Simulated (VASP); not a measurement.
Input of a VASP 6.6.1 run:

The input INCAR:

```
PREC     = Accurate       # precision mode
ENCUT    = 600            # plane-wave cutoff, eV
EDIFF    = 1E-6           # SCF threshold, eV
ISMEAR   = -1             # smearing method
SIGMA    = 0.05           # smearing width, eV
LREAL    = F              # projectors in reciprocal space
LASPH    = T              # aspherical terms in the spheres
NELM     = 60             # most SCF steps
ALGO     = Fast           # electronic algorithm
ISIF     = 3              # what is computed and relaxed
LWAVE    = F              # write WAVECAR
LCHARG   = F              # write CHGCAR
GGA      = BO             # functional
LUSE_VDW = T            
AGGAC    = 0.0          
PARAM1   = 0.1833333333 
PARAM2   = 0.22         
IBRION   = 2              # ionic algorithm
NSW      = 60             # ionic steps
EDIFFG   = -0.02          # ionic threshold
```

File KPOINTS:

```
Automatic mesh
0
Gamma
  6 6 3
```

POSCAR

```
Ge
1.0
    3.9975858431      0.0000000000      0.0000000000
   -1.9987929216      3.4620108940      0.0000000000
    0.0000000000      0.0000000000      6.5993779500
Ge
4
Direct
    0.3333333333      0.6666666667      0.9370987500
    0.6666666667      0.3333333333      0.4370987500
    0.3333333333      0.6666666667      0.5629012500
    0.6666666667      0.3333333333      0.0629012500
```

Potentials or basis: VASP PAW PBE potentials, release 64 (Ge_d).

Command:

```console
$ cat potpaw_PBE.64/Ge_d/POTCAR > POTCAR
$ mpirun -np 1 vasp_std > vasp.out
```

(1) Estimate the relaxed volume.

(2) Estimate the relaxed cell.

## Answers

(1) 23.73 Å³/atom.

(2) a = 4.051 Å, b = 4.051 Å, c = 6.678 Å, α = 90.00°, β = 90.00°, γ = 120.00°.

Caveat: the PAW data sets were made with another functional, which shifts forces and pressure a little.
